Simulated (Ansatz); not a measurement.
Ge:

```
Ge
1.0
     5.93000    0.00000    0.00000
     0.00000    5.93000    0.00000
     0.00000    0.00000    6.98000
Ge
12
Direct
  0.37500 0.16670 0.75000
  0.33330 0.87500 0.50000
  0.62500 0.83330 0.25000
  0.66670 0.12500 0.00000
  0.87500 0.33330 0.50000
  0.83330 0.62500 0.75000
  0.12500 0.66670 0.00000
  0.16670 0.37500 0.25000
  0.57500 0.42500 0.25000
  0.92500 0.92500 0.50000
  0.42500 0.57500 0.75000
  0.07500 0.07500 0.00000
```

This isn't the form of Ge at room conditions, which is diamond.

* Program: Ansatz 0.2.0
* Task: relaxation of cell and atoms
* Functional: PBEsol
* Potentials or basis: Ansatz PAW
* Cutoff: 420 eV (not typed: the program's choice for these potentials)
* k mesh: 5 × 5 × 4
* Occupations: fermi-dirac, width 0.05 eV
* Spin: no spin polarisation

At the start: volume 20.45 Å³/atom.

Question: Where does the relaxation end?

Answer: It ends after 6 steps and the volume is 20.38 Å³/atom (-0.4 %); space group P4_32_12 (No. 96, to 0.05 Å).

The path:
```tsv
step	energy change (eV)	largest force (eV/Å)	volume (Å³)
1	0.0000	0.8537	245.45
2	-0.1693	0.0907	243.04
3	-0.1869	0.0361	244.93
4	-0.1886	0.0082	244.60
5	-0.1887	0.0038	244.52
6	-0.1885	0.0038	244.52
```

Final structure:
```
Ge
1.0
     5.92905    0.00000    0.00000
     0.00000    5.92905    0.00000
     0.00000    0.00000    6.95590
Ge
12
Cartesian
  2.1889 1.0190 5.1654
  1.9455 5.1534 3.4264
  3.7402 4.9100 1.6874
  3.9836 0.7756 -0.0516
  5.1534 1.9455 3.5295
  4.9100 3.7402 5.2685
  0.7756 3.9836 0.0516
  1.0190 2.1889 1.7905
  3.4883 2.4407 1.7390
  5.4053 5.4053 3.4779
  2.4407 3.4883 5.2169
  0.5238 0.5238 0.0000
```

Caveat: the plane-wave basis is chosen anew once the cell has moved, so the energies of steps on either side of that aren't comparable; the PAW data sets come from PBE, with cores solved anew for the run's functional, which leaves a small shift of forces and pressure.
